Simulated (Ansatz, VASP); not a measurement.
**Pb in VASP and in Ansatz**

Contents of INCAR:

```
PREC = Accurate ; ENCUT = 520
EDIFF = 1E-6 ; ISMEAR = -1
SIGMA = 0.08 ; LREAL = F
LASPH = T ; NELM = 100
ALGO = Normal ; ISIF = 2
LWAVE = F ; LCHARG = F
GGA = PS ; NBANDS = 13
```

Contents of KPOINTS:

```
Automatic mesh
0
Gamma
  18 18 18
```

The input POSCAR:

```
Pb
1.0
   -1.9796595667      1.9796595667      1.9796595667
    1.9796595667     -1.9796595667      1.9796595667
    1.9796595667      1.9796595667     -1.9796595667
Pb
1
Direct
    0.0000000000      0.0000000000      0.0000000000
```

Input for Ansatz:

```yaml
crystal:
  lattice:
    - [-1.9796595667, 1.9796595667, 1.9796595667]
    - [1.9796595667, -1.9796595667, 1.9796595667]
    - [1.9796595667, 1.9796595667, -1.9796595667]
  atoms:
    - { symbol: Pb, position: [0.0, 0.0, 0.0] }
kpoints:
  mp_grid: { grid: [18, 18, 18] }
scf:
  occupations: { method: fermi_dirac, width: 0.08 }
hamiltonian:
  xc: pbesol
  pseudopotentials: { kind: all_electron, lapw: { basis_error: 0.00025 } }
output:
  forces: true
  stress: true
  eigenvalues: true
```

Alike in both runs: task single point; functional PBEsol; k mesh 18 × 18 × 18; occupations fermi-dirac, width 0.08 eV; no spin polarisation.

|  | VASP | Ansatz |
| --- | --- | --- |
| version | VASP 6.6.1 | Ansatz 0.2.0 |
| potentials or method | VASP PAW PBE potentials, release 64 (Pb_d) | all-electron LAPW, scalar-relativistic |
| plane-wave cutoff (eV) | 520 | see its input |

```csv
,VASP,Ansatz,Ansatz less VASP
pressure (GPa),-1.6,-1.6,+0.05
```

Ansatz ran all-electron here, so the differences hold the error of VASP's frozen core and of both bases.

Caveats: the PAW data sets were made with another functional, which shifts forces and pressure a little (VASP). The runs have no spin-orbit coupling, so splittings on Pb are missing.
